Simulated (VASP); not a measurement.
# SnGe2 (Fm-3m) in VASP: a series of runs

One crystal, SnGe2, is run at these levels: LDA; tasks: single point, relaxation of cell and atoms.

Program: VASP 6.6.1. These are calculated values, not measurements. Logs are shortened: lines on timing, memory, paths and dates and some standing lists are left out, and cuts for length are marked.

## (1) Starting point

Symmetry: Fm-3m, No. 225, cubic system. Conventional cell: a = 6.615 Å, b = 6.615 Å, c = 6.615 Å, α = 90.00°, β = 90.00°, γ = 90.00°. Sn (site symmetry m-3m) has 8 Ge at 2.86 Å as nearest neighbours. Ge (site symmetry -43m) has 4 Sn at 2.86 Å as nearest neighbours.

The cell comes from a database or a generator and needn't be the stable form of this composition.

## (2) Single point, LDA

INCAR

```
  PREC = Accurate
  ENCUT = 520
  EDIFF = 1E-7
  ISMEAR = 0
  SIGMA = 0.1
  LREAL = F
  LASPH = T
  NELM = 60
  ALGO = Normal
  ISIF = 2
  LWAVE = F
  LCHARG = F
  GGA = CA
  NBANDS = 28
```

KPOINTS

```
regular mesh
0
Gamma
  6 6 6
```

POSCAR

```
SnGe2
1.0
    0.0000000000      3.3076649703      3.3076649703
    3.3076649703      0.0000000000      3.3076649703
    3.3076649703      3.3076649703      0.0000000000
Sn Ge
1 2
Direct
    0.0000000000      0.0000000000      0.0000000000
    0.7500000000      0.7500000000      0.7500000000
    0.2500000000      0.2500000000      0.2500000000
```

Potentials or basis: VASP PAW LDA potentials, release 64 (Sn_d, Ge_d).

On the command line:

```console
cat potpaw_LDA.64/Sn_d/POTCAR potpaw_LDA.64/Ge_d/POTCAR > POTCAR
mpirun -np 1 vasp_std > vasp.out
```

OUTCAR:

```text
PREC = Accurate
   ENCUT = 520
   EDIFF = 1E-7
   ISMEAR = 0
   LREAL = F
   LASPH = T
   NELM = 60
   ISIF = 2
   GGA = CA

 ion  position               nearest neighbor table
   1  0.000  0.000  0.000-   2 2.86   3 2.86   2 2.86   2 2.86   2 2.86   3 2.86   3 2.86   3 2.86

   2  0.750  0.750  0.750-   1 2.86   1 2.86   1 2.86   1 2.86
   3  0.250  0.250  0.250-   1 2.86   1 2.86   1 2.86   1 2.86

  LATTYP: Found a face centered cubic cell.
 ALAT       =     6.6153299406

  Lattice vectors:

 A1 = (   0.0000000000,   3.3076649703,   3.3076649703)
 A2 = (   3.3076649703,   0.0000000000,   3.3076649703)
 A3 = (   3.3076649703,   3.3076649703,   0.0000000000)

Analysis of symmetry for initial positions (statically):
=====================================================================
 Subroutine PRICEL returns:
 Original cell was already a primitive cell.

 Routine SETGRP: Setting up the symmetry group for a
 face centered cubic supercell.

 Subroutine GETGRP returns: Found 48 space group operations
 (whereof 48 operations were pure point group operations)
 out of a pool of 48 trial point group operations.

The static configuration has the point symmetry O_h .

Analysis of symmetry for dynamics (positions and initial velocities):
=====================================================================
 Subroutine PRICEL returns:
 Original cell was already a primitive cell.

 Routine SETGRP: Setting up the symmetry group for a
 face centered cubic supercell.

 Subroutine GETGRP returns: Found 48 space group operations
 (whereof 48 operations were pure point group operations)
 out of a pool of 48 trial point group operations.

The dynamic configuration has the point symmetry O_h .

 Subroutine INISYM returns: Found 48 space group operations
 (whereof 48 operations are pure point group operations),
 and found     1 'primitive' translations

----------------------------------------------------------------------------------------

                                     Primitive cell

  volume of cell :      72.3760

  direct lattice vectors                    reciprocal lattice vectors
     0.000000000  3.307664970  3.307664970    -0.151164040  0.151164040  0.151164040
     3.307664970  0.000000000  3.307664970     0.151164040 -0.151164040  0.151164040
     3.307664970  3.307664970  0.000000000     0.151164040  0.151164040 -0.151164040

  length of vectors
     4.677744661  4.677744661  4.677744661     0.261823798  0.261823798  0.261823798

  position of ions in fractional coordinates (direct lattice)
     0.000000000  0.000000000  0.000000000
     0.750000000  0.750000000  0.750000000
     0.250000000  0.250000000  0.250000000

  ion indices of the primitive-cell ions
   primitive index   ion index
                 1           1
                 2           2
                 3           3

----------------------------------------------------------------------------------------

 KPOINTS: regular mesh

Automatic generation of k-mesh.
 Grid dimensions read from file:
 generate k-points for:    6    6    6

 Generating k-lattice:

  Cartesian coordinates                     Fractional coordinates (reciprocal lattice)
    -0.025194007  0.025194007  0.025194007     0.166666667  0.000000000  0.000000000
     0.025194007 -0.025194007  0.025194007     0.000000000  0.166666667  0.000000000
     0.025194007  0.025194007 -0.025194007     0.000000000  0.000000000  0.166666667

  Length of vectors
     0.043637300  0.043637300  0.043637300

  Shift w.r.t. Gamma in fractional coordinates (k-lattice)
     0.000000000  0.000000000  0.000000000

 Subroutine IBZKPT returns following result:
 ===========================================

 Found     16 irreducible k-points:

 Following reciprocal coordinates:
            Coordinates               Weight
  0.000000  0.000000  0.000000      1.000000
  0.166667  0.000000  0.000000      8.000000
  0.333333  0.000000  0.000000      8.000000
  0.500000  0.000000  0.000000      4.000000
  0.166667  0.166667  0.000000      6.000000
  0.333333  0.166667  0.000000     24.000000
[... 8 lines left out ...]
 -0.333333  0.333333  0.166667     24.000000
 -0.333333  0.500000  0.166667     12.000000
   k-points           NKPTS =     16   k-points in BZ     NKDIM =     16   number of bands    NBANDS=     28
   number of dos      NEDOS =    301   number of ions     NIONS =      3
   total plane-waves  NPLWV =  46656
   dimension x,y,z NGX =    36 NGY =   36 NGZ =   36
   dimension x,y,z NGXF=    72 NGYF=   72 NGZF=   72
   ions per type =               1   2
   NGX,Y,Z   is equivalent  to a cutoff of  12.79, 12.79, 12.79 a.u.
   NGXF,Y,Z  is equivalent  to a cutoff of  25.59, 25.59, 25.59 a.u.
 SYSTEM =  unknown system
   PREC   = accura    normal or accurate (medium, high low for compatibility)
   ISTART =      0    job   : 0-new  1-cont  2-samecut
   ICHARG =      2    charge: 1-file 2-atom 10-const
   ISPIN  =      1    spin polarized calculation?
   LNONCOLLINEAR =      F non collinear calculations
   LSORBIT =      F    spin-orbit coupling
   LASPH  =      T    aspherical Exc in radial PAW
   ENCUT  =  520.0 eV  38.22 Ry    6.18 a.u.   8.70  8.70  8.70*2*pi/ulx,y,z
   NELM   =     60;   NELMIN=  2; NELMDL= -5     # of ELM steps
   EDIFF  = 0.1E-06   stopping-criterion for ELM
   LREAL  =      F    real-space projection
   EDIFFG = 0.1E-05   stopping-criterion for IOM
   NSW    =      0    number of steps for IOM
   IBRION =     -1    ionic relax: 0-MD 1-quasi-New 2-CG
   NFREE  =      0    steps in history (QN), initial steepest desc. (CG)
   ISIF   =      2    stress and relaxation
   ISYM   =      2    0-nonsym 1-usesym 2-fastsym
   POTIM  = 0.5000    time-step for ionic-motion
   TEBEG  =    0.0;   TEEND  =   0.0 temperature during run
   PSTRESS=    0.0 pullay stress
   NELECT =      42.0000    total number of electrons
   NUPDOWN=      -1.0000    fix difference up-down
   EMIN   =  10.00;   EMAX   =-10.00  energy-range for DOS
   EFERMI =   0.00;   METHOD = LEGACY
   ISMEAR =     0;   SIGMA  =   0.10  broadening in eV -4-tet -1-fermi 0-gaus
   EFERMI_NEDOS =   21; number of points for ismear=-14 and -15
   IALGO  =     38    algorithm
   IMIX   =      4    mixing-type and parameters
     AMIX     =   0.40;   BMIX     =  1.00
     AMIX_MAG =   1.60;   BMIX_MAG =  1.00
  volume/ion in A,a.u.               =      24.13       162.81
  Fermi-wavevector in a.u.,A,eV,Ry     =   1.365504  2.580429 25.369451  1.864602
  Thomas-Fermi vector in A             =   2.491727
   LORBIT       =      0    0 simple, 1 ext, 2 COOP (PROOUT), +10 PAW based schemes
   GGA     = CA    functional components
   LHFCALC =     F    Hartree Fock is set to
   AEXX    =    0.0000 exact exchange contribution
   IVDW    =     0    specifies the selected vdW correction
   LEPSILON=     F    determine dielectric tensor
   LRPA    =     F    only Hartree local field effects (RPA)
 non-spin polarized calculation
 Gauss-broadening in eV      SIGMA  =   0.10
  energy-cutoff  :      520.00
  volume of cell :       72.38
 maximum number of plane-waves:      1964
   NGX = 17   NGY = 17   NGZ = 17

 number of electron      41.9999970 magnetization

 Free energy of the ion-electron system (eV)
  ---------------------------------------------------
  ext. energy  EPLUGINS =         0.00000000
  ---------------------------------------------------
  free energy    TOTEN  =       -13.74581518 eV

  energy without entropy =      -13.73751504  energy(sigma->0) =      -13.74166511

 E-fermi :   5.8832     XC(G=0): -10.4402

 val. band max:        5.8095834159   @ k =   0.3333   0.1667   0.0000
 cond. band min:       5.9451751449   @ k =   0.1667   0.1667   0.0000
 fundamental gap:      0.1355917291
 Fermi energy:         5.8831866583

 k-point     1 :       0.0000    0.0000    0.0000
  band No.  band energies     occupation
      1     -18.9071      2.00000
      2     -18.9071      2.00000
      3     -18.8968      2.00000
      4     -18.8968      2.00000
      5     -18.8968      2.00000
      6     -18.8756      2.00000
[... 20 lines left out ...]
     27       9.1337      0.00000
     28      11.8396      0.00000

 k-point     2 :       0.1667    0.0000    0.0000
  band No.  band energies     occupation
      1     -18.9030      2.00000
      2     -18.9030      2.00000
      3     -18.8965      2.00000
      4     -18.8954      2.00000
      5     -18.8954      2.00000
      6     -18.8770      2.00000
[... 20 lines left out ...]
     27       9.1100      0.00000
     28      13.0609      0.00000

 k-point     3 :       0.3333    0.0000    0.0000
  band No.  band energies     occupation
      1     -18.8935      2.00000
      2     -18.8924      2.00000
      3     -18.8924      2.00000
      4     -18.8914      2.00000
      5     -18.8914      2.00000
      6     -18.8808      2.00000
[... 20 lines left out ...]
     27      11.9605      0.00000
     28      14.0152      0.00000

 k-point     4 :       0.5000    0.0000    0.0000
  band No.  band energies     occupation
      1     -18.8891      2.00000
      2     -18.8873      2.00000
      3     -18.8873      2.00000
      4     -18.8852      2.00000
      5     -18.8852      2.00000
      6     -18.8830      2.00000
[... 20 lines left out ...]
     27      12.1822      0.00000
     28      13.8582      0.00000

 k-point     5 :       0.1667    0.1667    0.0000
  band No.  band energies     occupation
      1     -18.9062      2.00000
      2     -18.8978      2.00000
      3     -18.8978      2.00000
      4     -18.8945      2.00000
      5     -18.8945      2.00000
      6     -18.8777      2.00000
[... 20 lines left out ...]
     27       9.9627      0.00000
     28      12.1447      0.00000

 k-point     6 :       0.3333    0.1667    0.0000
  band No.  band energies     occupation
      1     -18.9017      2.00000
      2     -18.8973      2.00000
      3     -18.8915      2.00000
      4     -18.8912      2.00000
      5     -18.8870      2.00000
      6     -18.8810      2.00000
[... 20 lines left out ...]
     27      11.0741      0.00000
     28      13.6008      0.00000

 k-point     7 :       0.5000    0.1667    0.0000
  band No.  band energies     occupation
      1     -18.8931      2.00000
      2     -18.8913      2.00000
      3     -18.8873      2.00000
      4     -18.8871      2.00000
      5     -18.8854      2.00000
      6     -18.8848      2.00000
[... 20 lines left out ...]
     27      12.1825      0.00000
     28      13.8904      0.00000

 k-point     8 :      -0.3333    0.1667    0.0000
  band No.  band energies     occupation
      1     -18.8942      2.00000
      2     -18.8925      2.00000
      3     -18.8902      2.00000
      4     -18.8871      2.00000
      5     -18.8853      2.00000
      6     -18.8825      2.00000
[... 20 lines left out ...]
     27      12.5715      0.00000
     28      12.9001      0.00000

 k-point     9 :      -0.1667    0.1667    0.0000
  band No.  band energies     occupation
      1     -18.9014      2.00000
      2     -18.8962      2.00000
      3     -18.8939      2.00000
      4     -18.8927      2.00000
      5     -18.8918      2.00000
      6     -18.8804      2.00000
[... 20 lines left out ...]
     27      10.9777      0.00000
     28      13.2670      0.00000

 k-point    10 :       0.3333    0.3333    0.0000
  band No.  band energies     occupation
      1     -18.9044      2.00000
      2     -18.8999      2.00000
      3     -18.8900      2.00000
      4     -18.8900      2.00000
      5     -18.8819      2.00000
      6     -18.8819      2.00000
[... 20 lines left out ...]
     27      11.9856      0.00000
     28      13.0169      0.00000

 k-point    11 :       0.5000    0.3333    0.0000
  band No.  band energies     occupation
      1     -18.9003      2.00000
      2     -18.8986      2.00000
      3     -18.8874      2.00000
      4     -18.8869      2.00000
      5     -18.8862      2.00000
      6     -18.8846      2.00000
[... 20 lines left out ...]
     27      11.9302      0.00000
     28      14.1804      0.00000

 k-point    12 :      -0.3333    0.3333    0.0000
  band No.  band energies     occupation
      1     -18.8936      2.00000
      2     -18.8916      2.00000
      3     -18.8907      2.00000
      4     -18.8892      2.00000
      5     -18.8875      2.00000
      6     -18.8842      2.00000
[... 20 lines left out ...]
     27      13.3617      0.00000
     28      13.4915      0.00000

 k-point    13 :       0.5000    0.5000    0.0000
  band No.  band energies     occupation
      1     -18.9035      2.00000
      2     -18.9009      2.00000
      3     -18.8876      2.00000
      4     -18.8876      2.00000
      5     -18.8870      2.00000
      6     -18.8842      2.00000
[... 20 lines left out ...]
     27      12.4032      0.00000
     28      13.6762      0.00000

 k-point    14 :       0.5000    0.3333    0.1667
  band No.  band energies     occupation
      1     -18.8986      2.00000
      2     -18.8964      2.00000
      3     -18.8893      2.00000
      4     -18.8867      2.00000
      5     -18.8856      2.00000
      6     -18.8831      2.00000
[... 20 lines left out ...]
     27      12.8354      0.00000
     28      12.8517      0.00000

 k-point    15 :      -0.3333    0.3333    0.1667
  band No.  band energies     occupation
      1     -18.8931      2.00000
      2     -18.8912      2.00000
      3     -18.8910      2.00000
      4     -18.8905      2.00000
      5     -18.8860      2.00000
      6     -18.8853      2.00000
[... 20 lines left out ...]
     27      12.3528      0.00000
     28      13.9649      0.00000

 k-point    16 :      -0.3333    0.5000    0.1667
  band No.  band energies     occupation
      1     -18.8977      2.00000
      2     -18.8969      2.00000
      3     -18.8897      2.00000
      4     -18.8882      2.00000
      5     -18.8866      2.00000
      6     -18.8848      2.00000
[... 20 lines left out ...]
     27      12.3368      0.00000
     28      14.7866      0.00000

------------------------ aborting loop because EDIFF is reached ----------------------------------------

  FORCE on cell =-STRESS in cart. coord.  units (eV):
  Direction    XX          YY          ZZ          XY          YZ          ZX
  --------------------------------------------------------------------------------------
  -------------------------------------------------------------------------------------
  Total        0.1304907      0.1304907      0.1304907      0.0000000      0.0000000      0.0000000
  in kB        2.8886538      2.8886538      2.8886538      0.0000000      0.0000000      0.0000000
  external PRESSURE =       2.8886538 kB  Pullay stress =       0.0000000 kB

 VOLUME and BASIS-vectors are now :
 -----------------------------------------------------------------------------
  energy-cutoff  :      520.00
  volume of cell :       72.38
      direct lattice vectors                 reciprocal lattice vectors
     0.000000000  3.307664970  3.307664970    -0.151164040  0.151164040  0.151164040
     3.307664970  0.000000000  3.307664970     0.151164040 -0.151164040  0.151164040
     3.307664970  3.307664970  0.000000000     0.151164040  0.151164040 -0.151164040

 POSITION                                       TOTAL-FORCE (eV/Angst)
 -----------------------------------------------------------------------------------
      0.00000      0.00000      0.00000         0.000000      0.000000     -0.000000
      4.96150      4.96150      4.96150        -0.000000     -0.000000      0.000000
      1.65383      1.65383      1.65383         0.000000      0.000000     -0.000000
 -----------------------------------------------------------------------------------
    total drift:                                0.000000      0.000000      0.000000

  FREE ENERGIE OF THE ION-ELECTRON SYSTEM (eV)
  ---------------------------------------------------
  free  energy   TOTEN  =       -13.7458151800 eV

  energy  without entropy=      -13.7375150427  energy(sigma->0) =      -13.74166511
```

Wall time 13 s (1 thread of Intel Xeon 6975P-C (Granite Rapids), shared host); peak memory 0.18 GiB.

What came out:

```
Free energy            : -13.7458 eV
Pressure               : 0.3 GPa
Band gap on the k mesh : none (metal or under the smearing width)
```

## (3) Relaxation of cell and atoms, LDA

This run uses another cell than the first one, of 19.68 Å³/atom, 0.816 times its volume.

INCAR

```
  PREC = Accurate
  ENCUT = 600
  EDIFF = 1E-6
  ISMEAR = 0
  SIGMA = 0.1
  LREAL = False
  LASPH = True
  NELM = 100
  ALGO = Normal
  ISIF = 3
  LWAVE = False
  LCHARG = False
  GGA = CA
  IBRION = 2
  NSW = 100
  EDIFFG = -0.05
```

KPOINTS is that of step 2.

POSCAR

```
SnGe2
1.0
    0.0000000000      3.0906417255      3.0906417255
    3.0906417255      0.0000000000      3.0906417255
    3.0906417255      3.0906417255      0.0000000000
Sn Ge
1 2
Direct
    0.0000000000      0.0000000000      0.0000000000
    0.7500000000      0.7500000000      0.7500000000
    0.2500000000      0.2500000000      0.2500000000
```

Potentials or basis: VASP PAW LDA potentials, release 64 (Sn_d, Ge_d).

On the command line:

```console
cat potpaw_LDA.64/Sn_d/POTCAR potpaw_LDA.64/Ge_d/POTCAR > POTCAR
mpirun -np 1 vasp_std > vasp.out
```

Wall time 28 s (1 thread of Intel Xeon 6975P-C (Granite Rapids), shared host); peak memory 0.19 GiB.

Results (log left out):

* Free energy: -13.7440 eV
* Relaxed volume: 24.20 Å³/atom
* Relaxed cell: a = 4.683 Å, b = 4.683 Å, c = 4.683 Å, α = 60.00°, β = 60.00°, γ = 60.00°
* Space group after relaxing (to 0.05 Å): Fm-3m (No. 225)
* Energy gained by relaxing: 227.4 meV/atom
* Ionic steps: 3
* Pressure after relaxing: 0.1 GPa
* Band gap on the k mesh: none (metal or under the smearing width)

The path:
| step | energy change (eV) | largest force (eV/Å) | pressure (GPa) | volume (Å³) |
| --- | --- | --- | --- | --- |
| 1 | 0.0000 | 0.0000 | 19.26 | 59.04 |
| 2 | -0.5130 | 0.0000 | -5.53 | 81.65 |
| 3 | -0.6823 | 0.0000 | 0.07 | 72.60 |

Final structure:
```xyz
3
Lattice="0.0000 3.3110 3.3110 3.3110 0.0000 3.3110 3.3110 3.3110 0.0000" Properties=species:S:1:pos:R:3 pbc="T T T"
Sn    0.0000    0.0000    0.0000
Ge    4.9665    4.9665    4.9665
Ge    1.6555    1.6555    1.6555
```

Levels at points of the mesh, in eV from the Fermi level:
```tsv
k point	band 18	band 19	band 20	band 21	band 22	band 23	band 24	band 25
(0.00, 0.00, 0.00)	-1.74	-1.17	-1.17	-1.17	-0.58	-0.58	-0.58	3.25
(0.50, 0.00, 0.00)	-4.68	-2.37	-2.37	-0.70	-0.36	-0.36	4.12	5.34
(0.50, 0.50, 0.00)	-7.16	-4.10	-4.10	-0.75	3.58	3.58	4.65	4.68
```

Caveat: the volume moved by over 15 % at a fixed basis, so the end points are rough; the relaxation stopped at a loose force limit of 0.05 eV/Å, so its end isn't a converged minimum.
